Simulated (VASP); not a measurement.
# SiC (P6_3mc) in VASP: phonons with LDA

Aim: the phonons of SiC with LDA.

Program: VASP 6.6.1. These are calculated values, not measurements. Logs are shortened: lines on timing, memory, paths and dates and some standing lists are left out, and cuts for length are marked.

## (1) The structure

It takes space group P6_3mc (No. 186, hexagonal). The conventional cell has a = 3.059 Å, b = 3.059 Å, c = 10.015 Å, α = 90.00°, β = 90.00°, γ = 120.00°. Si (site symmetry 3m) is surrounded by 4 C at 1.87 to 1.88 Å. Around Si (site symmetry 3m) lie 4 C at 1.87 to 1.88 Å. C (site symmetry 3m) is surrounded by 4 Si at 1.87 to 1.88 Å. Around C (site symmetry 3m) lie 4 Si at 1.87 to 1.88 Å.

The cell was built by a generator and needn't be a form met in nature.

## (2) Phonons, LDA

The input, POSCAR:

```
SiC
1.0
    3.0590862306      0.0000000000      0.0000000000
   -1.5295431153      2.6492463881     -0.0000000000
    0.0000000000      0.0000000000     10.0147083878
  Si              C
     4     4
Direct
     0.0000000000000000    0.0000000000000000    0.9999177421315318
     0.3333333332999970    0.6666666667000030    0.2498626889913076
     0.6666666667000030    0.3333333332999970    0.4999177421315318
     0.3333333332999970    0.6666666667000030    0.7498626889913076
     0.0000000000000000    0.0000000000000000    0.1879291356933454
     0.3333333332999970    0.6666666667000030    0.4372904331838152
     0.6666666667000030    0.3333333332999970    0.6879291356933455
     0.3333333332999970    0.6666666667000030    0.9372904331838151
```

The input, INCAR.step1:

```
ALGO = Fast ; EDIFF = 1E-8
EDIFFG = -0.002 ; ENCUT = 600
IBRION = 2 ; ISIF = 3
ISMEAR = -1 ; KPAR = 4
LASPH = T ; LCHARG = F
LREAL = F ; LWAVE = F
NELM = 80 ; NSW = 40
PREC = Accurate ; SIGMA = 0.05
```

The input, INCAR.step2:

```
ALGO = Fast ; EDIFF = 1E-8
ENCUT = 600 ; IBRION = 8
ISIF = 2 ; ISMEAR = -1
KPAR = 4 ; LASPH = T
LCHARG = F ; LEPSILON = T
LREAL = F ; LWAVE = F
NELM = 80 ; NSW = 1
PREC = Accurate ; SIGMA = 0.05
```

The input, KPOINTS:

```
k-points
0
Gamma
  10 10 3
```

Potentials or basis: VASP PAW LDA potentials, release 64 (Si, C).

The run is started by

```sh
$ cat potpaw_LDA.64/Si/POTCAR potpaw_LDA.64/C/POTCAR > POTCAR
$ cp INCAR.step1 INCAR
$ mpirun -np 4 vasp_std > vasp.out
$ cp CONTCAR POSCAR
$ cp INCAR.step2 INCAR
$ mpirun -np 4 vasp_std > vasp.out
```

OUTCAR:

```text
EDIFF = 1E-8
   ENCUT = 600
   IBRION = 8
   ISIF = 2
   ISMEAR = -1
   LASPH = T
   LEPSILON = T
   LREAL = F
   NELM = 80
   NSW = 1
   PREC = Accurate

 ion  position               nearest neighbor table
   1  0.000  0.000  1.000-   8 1.87   8 1.87   8 1.87   5 1.88   2 3.06   2 3.06   2 3.06   4 3.06
                             4 3.06   4 3.06
   2  0.333  0.667  0.250-   5 1.87   5 1.87   5 1.87   6 1.88   1 3.06   1 3.06   1 3.06   3 3.06
                             3 3.06   3 3.06
   3  0.667  0.333  0.500-   6 1.87   6 1.87   6 1.87   7 1.88   4 3.06   4 3.06   4 3.06   2 3.06
                             2 3.06   2 3.06
   4  0.333  0.667  0.750-   7 1.87   7 1.87   7 1.87   8 1.88   3 3.06   3 3.06   3 3.06   1 3.06
                             1 3.06   1 3.06
   5  0.000  0.000  0.188-   2 1.87   2 1.87   2 1.87   1 1.88
   6  0.333  0.667  0.437-   3 1.87   3 1.87   3 1.87   2 1.88
   7  0.667  0.333  0.688-   4 1.87   4 1.87   4 1.87   3 1.88
   8  0.333  0.667  0.937-   1 1.87   1 1.87   1 1.87   4 1.88

  LATTYP: Found a hexagonal cell.
 ALAT       =     3.0594793337
 C/A-ratio  =     3.2738242925

  Lattice vectors:

 A1 = (   3.0594793337,   0.0000000000,   0.0000000000)
 A2 = (  -1.5297396668,   2.6495868254,   0.0000000000)
 A3 = (   0.0000000000,   0.0000000000,  10.0161977651)

Analysis of symmetry for initial positions (statically):
[... 945 lines left out ...]
  5Z     0.000000    0.000000   11.066479   -0.000000    0.000000   11.983696    0.000000    0.000000   -1.650499    0.000000    0.000000   -2.586111    0.000000    0.000000  -27.253157    0.000000   -0.000000    2.961962    0.000000    0.000000    2.372755    0.000000    0.000000    3.104875
  6X     0.225643    0.000000    0.000000    2.082408   -0.000000   -0.000000   17.477409   -0.000000    0.000000   -0.003909   -0.000000    0.000000    0.282984    0.000000    0.000000  -20.048711   -0.000000    0.000000   -0.025560    0.000000    0.000000    0.009736    0.000000    0.000000
  6Y     0.000000    0.225643    0.000000    0.000000    2.082408    0.000000    0.000000   17.477409    0.000000   -0.000000   -0.003909    0.000000    0.000000    0.282984    0.000000    0.000000  -20.048711    0.000000    0.000000   -0.025560    0.000000    0.000000    0.009736    0.000000
  6Z     0.000000    0.000000   -2.456047    0.000000   -0.000000   11.253758    0.000000    0.000000   12.250319    0.000000    0.000000   -1.880284   -0.000000    0.000000    2.965721    0.000000    0.000000  -27.732073    0.000000    0.000000    3.102757    0.000000   -0.000000    2.495850
  7X    -0.116788    0.000000    0.000000    0.208421    0.000000    0.000000    2.118797    0.000000   -0.000000   17.485174    0.000000   -0.000000    0.100419    0.000000    0.000000   -0.025648    0.000000    0.000000  -20.054271   -0.000000    0.000000    0.283896   -0.000000   -0.000000
  7Y     0.000000   -0.116788    0.000000    0.000000    0.208421    0.000000   -0.000000    2.118797    0.000000    0.000000   17.485174    0.000000    0.000000    0.100419   -0.000000   -0.000000   -0.025648    0.000000    0.000000  -20.054271    0.000000    0.000000    0.283896    0.000000
  7Z    -0.000000    0.000000   -1.650499    0.000000   -0.000000   -2.586111    0.000000   -0.000000   11.066479    0.000000   -0.000000   11.983696    0.000000    0.000000    2.372755    0.000000   -0.000000    3.104875    0.000000    0.000000  -27.253157    0.000000    0.000000    2.961962
  8X    17.477409    0.000000    0.000000   -0.003909   -0.000000    0.000000    0.225643    0.000000    0.000000    2.082408   -0.000000    0.000000   -0.025560    0.000000   -0.000000    0.009736    0.000000    0.000000    0.282984   -0.000000    0.000000  -20.048711   -0.000000    0.000000
  8Y     0.000000   17.477409   -0.000000    0.000000   -0.003909    0.000000    0.000000    0.225643   -0.000000    0.000000    2.082408    0.000000    0.000000   -0.025560    0.000000   -0.000000    0.009736   -0.000000    0.000000    0.282984   -0.000000    0.000000  -20.048711    0.000000
  8Z     0.000000   -0.000000   12.250319    0.000000   -0.000000   -1.880284    0.000000   -0.000000   -2.456047    0.000000    0.000000   11.253758   -0.000000    0.000000    3.102757    0.000000    0.000000    2.495850    0.000000    0.000000    2.965721   -0.000000    0.000000  -27.732073

 Eigenvectors and eigenvalues of the dynamical matrix
 ----------------------------------------------------

   1 f  =   27.612612 THz   173.495157 2PiTHz  921.057588 cm-1   114.196535 meV
             X         Y         Z           dx          dy          dz
      0.000000  0.000000 10.015265    -0.000000   -0.000000   -0.180840
     -0.000000  1.766391  2.502593    -0.000000   -0.000000    0.293774
      1.529740  0.883196  5.007166    -0.000000   -0.000000    0.180840
     -0.000000  1.766391  7.510691    -0.000000   -0.000000   -0.293774
      0.000000  0.000000  1.882441     0.000000    0.000000   -0.175491
     -0.000000  1.766391  4.380072     0.000000    0.000000   -0.591774
      1.529740  0.883196  6.890540     0.000000    0.000000    0.175491
     -0.000000  1.766391  9.388171     0.000000    0.000000    0.591774
[... 243 lines left out ...]
  24 f/i=    0.001112 THz     0.006985 2PiTHz    0.037083 cm-1     0.004598 meV
             X         Y         Z           dx          dy          dz
      0.000000  0.000000 10.015265     0.348041   -0.232338   -0.000000
     -0.000000  1.766391  2.502593     0.348016   -0.232321   -0.000000
      1.529740  0.883196  5.007166     0.348041   -0.232338   -0.000000
     -0.000000  1.766391  7.510691     0.348016   -0.232321   -0.000000
      0.000000  0.000000  1.882441     0.227611   -0.151943   -0.000000
     -0.000000  1.766391  4.380072     0.227628   -0.151955   -0.000000
      1.529740  0.883196  6.890540     0.227611   -0.151943   -0.000000
     -0.000000  1.766391  9.388171     0.227628   -0.151955   -0.000000

--------------------------------------------------------------------------------------------------------

 MACROSCOPIC STATIC DIELECTRIC TENSOR IONIC CONTRIBUTION
 ------------------------------------------------------
           3.279137    -0.000000     0.000000
          -0.000000     3.279137    -0.000000
           0.000000    -0.000000     3.656879
 ------------------------------------------------------

 ELASTIC MODULI CONTR FROM IONIC RELAXATION (kBar)
 Direction    XX          YY          ZZ          XY          YZ          ZX
 --------------------------------------------------------------------------------
 XX        -504.2162    280.5013    218.1912      0.0000      0.0000      0.0000
 YY         280.5013   -504.2162    218.1912     -0.0000     -0.0000     -0.0000
 ZZ         218.1912    218.1912   -426.7742      0.0000     -0.0000      0.0000
 XY           0.0000     -0.0000      0.0000   -392.3587      0.0000      0.0000
 YZ           0.0000      0.0000     -0.0000      0.0000   -112.7328      0.0000
 ZX           0.0000     -0.0000      0.0000      0.0000      0.0000   -120.4273
 --------------------------------------------------------------------------------

 PIEZOELECTRIC TENSOR IONIC CONTR  for field in x, y, z        (C/m^2)
          XX          YY          ZZ          XY          YZ          ZX
  --------------------------------------------------------------------------------
  x     0.00000    -0.00000     0.00000     0.00000     0.00000    -0.58996
  y     0.00000    -0.00000    -0.00000     0.00000    -0.57055     0.00000
  z    -0.60071    -0.60071     1.17400    -0.00000     0.00000    -0.00000
```

OUTCAR.step1:

```text
EDIFF = 1E-8
   EDIFFG = -0.002
   ENCUT = 600
   IBRION = 2
   ISIF = 3
   ISMEAR = -1
   LASPH = T
   LREAL = F
   NELM = 80
[... 902 lines left out ...]
  -------------------------------------------------------------------------------------
  Total        0.0021956      0.0021956     -0.0078842     -0.0000000      0.0000000     -0.0000000
  in kB        0.0433254      0.0433254     -0.1555754     -0.0000000      0.0000000     -0.0000000
  external PRESSURE =      -0.0229748 kB  Pullay stress =       0.0000000 kB
[... 23 lines left out ...]
  FREE ENERGIE OF THE ION-ELECTRON SYSTEM (eV)
  ---------------------------------------------------
  free  energy   TOTEN  =       -66.5889195993 eV

  energy  without entropy=      -66.5889195993  energy(sigma->0) =      -66.58891960

 reached required accuracy - stopping structural energy minimisation
```

Run time: 14 min. Hardware: 4 MPI ranks of Intel Xeon Platinum 8559C (Emerald Rapids), shared host; peak memory 0.8 GiB.

What came out:

```yaml
Electronic_dielectric_tensor_diagonal: 7.00, 7.00, 7.27
Born_charges_mean_of_the_diagonal: Si +2.68, +2.78; C -2.73, -2.72 e
Highest_phonon_frequency_at_Γ_LO-TO_splitting_left_out: 921 cm⁻¹
```

Phonon frequencies in cm⁻¹ (negative: imaginary):
```
              q point                                                                                frequencies
(0.000, 0.000, 0.000)  0 0 0 191 191 199 199 259 259 400 408 606 772 772 780 780 783 788 788 799 799 840 912 921
```

Electronic dielectric tensor:
```
7.00 0.00 0.00
0.00 7.00 0.00
0.00 0.00 7.27
```

Born effective charge tensors (e):
atom 1, Si
```
2.69 0.00 0.00
0.00 2.69 0.00
0.00 0.00 2.65
```
atom 2, Si
```
2.70 0.00 0.00
0.00 2.70 0.00
0.00 0.00 2.93
```
atom 3, Si
```
2.69 0.00 0.00
0.00 2.69 0.00
0.00 0.00 2.65
```
atom 4, Si
```
2.70 0.00 0.00
0.00 2.70 0.00
0.00 0.00 2.93
```
atom 5, C
```
-2.72  0.00  0.00
 0.00 -2.72  0.00
 0.00  0.00 -2.75
```
atom 6, C
```
-2.67  0.00  0.00
 0.00 -2.67  0.00
 0.00  0.00 -2.82
```
atom 7, C
```
-2.72  0.00  0.00
 0.00 -2.72  0.00
 0.00  0.00 -2.75
```
atom 8, C
```
-2.67  0.00  0.00
 0.00 -2.67  0.00
 0.00  0.00 -2.82
```
